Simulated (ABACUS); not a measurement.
# GaN (F-43m) in ABACUS: band structure with PBE

Aim: the band structure of GaN with PBE.

Everything below comes from runs of ABACUS 3.10.1. Logs are shortened: lines on timing, memory, paths and dates and some standing lists are left out, and cuts for length are marked.

**Measured values to compare with.**

From a printed reference work, textbook, for a bulk crystal of GaN at 0 K: band gap 3.299 eV (direct).

The runs below are set against these values where they give the same quantity.

## 1. The structure

It takes space group F-43m (No. 216, cubic). The conventional cell has a = 4.507 Å, b = 4.507 Å, c = 4.507 Å, α = 90.00°, β = 90.00°, γ = 90.00°. Ga (site symmetry -43m) is surrounded by 4 N at 1.95 Å. N (site symmetry -43m) has 4 Ga at 1.95 Å as nearest neighbours.

The cell is a database's computed one.

## 2. Band structure, PBE

INPUT

```
INPUT_PARAMETERS
suffix              GaN
calculation         nscf
basis_type          lcao
pseudo_dir          ./
orbital_dir         ./
symmetry            -1
dft_functional      pbe
ecutwfc             100.0
pseudo_rcut         10
nspin               1
nbands              19
ks_solver           genelpa
smearing_method     fd
smearing_sigma      0.00367493
scf_thr             1e-07
scf_nmax            100
mixing_type         broyden
mixing_beta         0.7
init_chg            file
out_band            1
```

STRU

```
ATOMIC_SPECIES
Ga 69.7230 Ga.upf
N 14.0070 N.upf

NUMERICAL_ORBITAL
Ga_confined-atom_8au_3s3p3d1f.orb
N_confined-atom_6au_3s3p2d1f.orb

LATTICE_CONSTANT
1.8897261246

LATTICE_VECTORS
-2.2535006075 0.0000000000 2.2535006075
0.0000000000 2.2535006075 2.2535006075
-2.2535006075 2.2535006075 0.0000000000

ATOMIC_POSITIONS
Direct

Ga
0.0
1
0.0000000000 0.0000000000 0.0000000000 1 1 1

N
0.0
1
0.7500000000 0.7500000000 0.7500000000 1 1 1
```

KPT

```
K_POINTS
12
Line
0.00000000 0.00000000 0.00000000 10 // G
0.50000000 0.00000000 0.50000000 10 // X
0.50000000 0.25000000 0.75000000 10 // W
0.37500000 0.37500000 0.75000000 10 // K
0.00000000 0.00000000 0.00000000 10 // G
0.50000000 0.50000000 0.50000000 10 // L
0.62500000 0.25000000 0.62500000 10 // U
0.50000000 0.25000000 0.75000000 10 // W
0.50000000 0.50000000 0.50000000 10 // L
0.37500000 0.37500000 0.75000000 1 // K
0.62500000 0.25000000 0.62500000 10 // U
0.50000000 0.00000000 0.50000000 1 // X
```

Potentials or basis: Ansatz NC PBE, TZDP LCAO (the cutoffs set its grid).

On the command line:

```bash
> OMP_NUM_THREADS=1 mpirun -np 4 abacus > log
```

running log:

```text
[... set-up lines left out ...]
 LCAO ALGORITHM --------------- ION=   1  ELEC=   1--------------------------------
[... levels at 102 k points of this process ...]

 Density error is 0.00000000000
----------------------------------------------------------
     Energy           Rydberg                 eV
----------------------------------------------------------
 E_KohnSham     -174.6764338422      -2376.5948065739
 E_KS(sigma->0) -174.6764338421      -2376.5948065728
 E_Harris       -174.6764338422      -2376.5948065739
 E_band         0.7365544611         10.0213375585
 E_one_elec     -52.5965001455       -715.6120968365
 E_Hartree      43.6990982175        594.5567332199
 E_xc           -49.1047147979       -668.1039199158
 E_Ewald        -116.6743171162      -1587.4355230393
 E_entropy(-TS) -0.0000000002        -0.0000000022
 E_descf        0.0000000000         0.0000000000
 E_exx          0.0000000000         0.0000000000
 E_Fermi        0.8486175024         11.5460334556
----------------------------------------------------------

 charge density convergence is achieved
 final etot is -2376.5948066 eV
 EFERMI = 11.546033456 eV

 STATE ENERGY(eV) AND OCCUPATIONS    NSPIN == 1
 1/102 kpoint (Cartesian) = 0.0000 0.0000 0.0000 (668 pws)
       1       -5.32040      0.0196078
       2       -2.99144      0.0196078
       3       -2.99144      0.0196078
       4       -2.99144      0.0196078
       5       -2.68302      0.0196078
       6       -2.68302      0.0196078
       7        10.6054      0.0196078
       8        10.6054      0.0196078
       9        10.6054      0.0196078
      10        12.4136    5.70815e-10
      11        20.9009    1.08808e-83
      12        20.9009    1.08808e-83
      13        20.9009    1.08808e-83
      14        28.2623        0.00000
      15        29.4388        0.00000
      16        29.4388        0.00000
      17        29.4388        0.00000
      18        30.3078        0.00000
      19        30.3078        0.00000

 2/102 kpoint (Cartesian) = -0.022188 0.0000 0.0000 (670 pws)
       1       -5.28561      0.0196078
       2       -2.98498      0.0196078
       3       -2.98498      0.0196078
       4       -2.98228      0.0196078
       5       -2.68587      0.0196078
       6       -2.68117      0.0196078
       7        10.2301      0.0196078
       8        10.5224      0.0196078
       9        10.5224      0.0196078
      10        12.7689    4.68771e-13
      11        20.6644    1.23489e-81
      12        20.9863    1.97321e-84
      13        20.9863    1.97321e-84
      14        27.8250        0.00000
      15        28.7217        0.00000
      16        29.6161        0.00000
      17        29.6161        0.00000
      18        30.3696        0.00000
      19        31.4148        0.00000

 3/102 kpoint (Cartesian) = -0.044375 0.0000 0.0000 (666 pws)
       1       -5.18287      0.0196078
       2       -2.96608      0.0196078
       3       -2.96608      0.0196078
       4       -2.95205      0.0196078
       5       -2.69272      0.0196078
       6       -2.67580      0.0196078
       7        9.50926      0.0196078
       8        10.2890      0.0196078
       9        10.2890      0.0196078
      10        13.4913    2.49004e-19
      11        20.0677    1.87959e-76
      12        21.2311    1.47648e-86
      13        21.2311    1.47648e-86
      14        26.0230        0.00000
      15        29.6689        0.00000
      16        30.1421        0.00000
      17        30.1421        0.00000
      18        30.5548        0.00000
      19        32.1400        0.00000

 4/102 kpoint (Cartesian) = -0.066563 0.0000 0.0000 (663 pws)
       1       -5.02564      0.0196078
       2       -2.93603      0.0196078
       3       -2.93603      0.0196078
       4       -2.89607      0.0196078
       5       -2.69434      0.0196078
       6       -2.66743      0.0196078
       7        8.72791      0.0196078
       8        9.94418      0.0196078
       9        9.94418      0.0196078
      10        14.2498    6.42485e-26
      11        19.3144    6.57162e-70
      12        21.6068        0.00000
      13        21.6068        0.00000
      14        24.4059        0.00000
      15        30.8620        0.00000
      16        31.0000        0.00000
      17        31.0000        0.00000
      18        31.0066        0.00000
      19        32.6633        0.00000

 5/102 kpoint (Cartesian) = -0.088751 0.0000 0.0000 (659 pws)
       1       -4.84061      0.0196078
       2       -2.89702      0.0196078
       3       -2.89702      0.0196078
       4       -2.83630      0.0196078
       5       -2.65688      0.0196078
       6       -2.64575      0.0196078
       7        7.94489      0.0196078
       8        9.53713      0.0196078
       9        9.53713      0.0196078
      10        14.8783    2.23020e-31
      11        18.5726    1.82212e-63
      12        22.0789        0.00000
      13        22.0789        0.00000
      14        23.1171        0.00000
      15        31.2885        0.00000
      16        32.1636        0.00000
      17        32.1636        0.00000
      18        32.2545        0.00000
      19        33.5103        0.00000

 6/102 kpoint (Cartesian) = -0.11094 0.0000 0.0000 (656 pws)
       1       -4.66195      0.0196078
       2       -2.85220      0.0196078
       3       -2.85220      0.0196078
       4       -2.82731      0.0196078
       5       -2.64520      0.0196078
       6       -2.46581      0.0196078
       7        7.17296      0.0196078
       8        9.11522      0.0196078
       9        9.11522      0.0196078
      10        15.1985    3.69762e-34
      11        17.9999    1.71764e-58
      12        22.2431        0.00000
      13        22.6125        0.00000
      14        22.6125        0.00000
      15        31.8328        0.00000
      16        32.8615        0.00000
      17        33.5970        0.00000
      18        33.5970        0.00000
      19        35.1071        0.00000

[... levels at 96 further k points ...]

 --------------------------------------------
 !FINAL_ETOT_IS -2376.594806573912 eV
 --------------------------------------------

 Output bands in file: OUT.GaN/BANDS_1.dat
```

It took 1.4 s on 4 MPI ranks of AMD EPYC 9R14 (Zen 4), shared host; peak memory 0.48 GiB.

Results:

```yaml
Band_gap_along_the_path: 1.81 eV, direct
```

Levels at the corners of the path, in eV from the Fermi level:
```
point  band 7  band 8  band 9  band 10  band 11  band 12
    Γ   -0.93   -0.93   -0.93     0.88     9.36     9.36
    X   -7.07   -3.63   -3.63     2.43     5.73    10.81
    W   -6.64   -4.63   -4.57     5.31     7.47     9.36
    K   -6.81   -5.19   -3.10     4.08     6.94    10.17
    Γ   -0.93   -0.93   -0.93     0.88     9.36     9.36
    L   -7.98   -1.90   -1.90     3.72     7.82     9.43
    U   -6.81   -5.19   -3.10     4.08     6.94    10.17
    W   -6.64   -4.63   -4.57     5.31     7.47     9.36
    L   -7.98   -1.90   -1.90     3.72     7.82     9.43
    K   -6.81   -5.19   -3.10     4.08     6.94    10.17
    U   -6.81   -5.19   -3.10     4.08     6.94    10.17
    X   -7.07   -3.63   -3.63     2.43     5.73    10.81
```

Caveat: the atomic orbitals were generated for these runs and aren't a published set; the density is read from an earlier self-consistent run, whose mesh may be coarse; the basis of atomic orbitals isn't converged, which shifts pressures, moduli and gaps.

## 3. Comparison with measurements

Step 2. Against the measured gap of GaN, 3.299 eV (direct; 0 K; a printed reference work, textbook), the calculated 1.81 eV is off by -1.49 eV. Spin-orbit coupling on Ga is left out. The value is that of PBE in an atomic basis (Ansatz NC PBE, TZDP LCAO (the cutoffs set its grid)), whose error adds to the functional's,, without temperature or zero-point motion. Semilocal functionals fall short of measured gaps as a rule. The cell is a database's relaxed one, not the measured one, which moves gaps too.
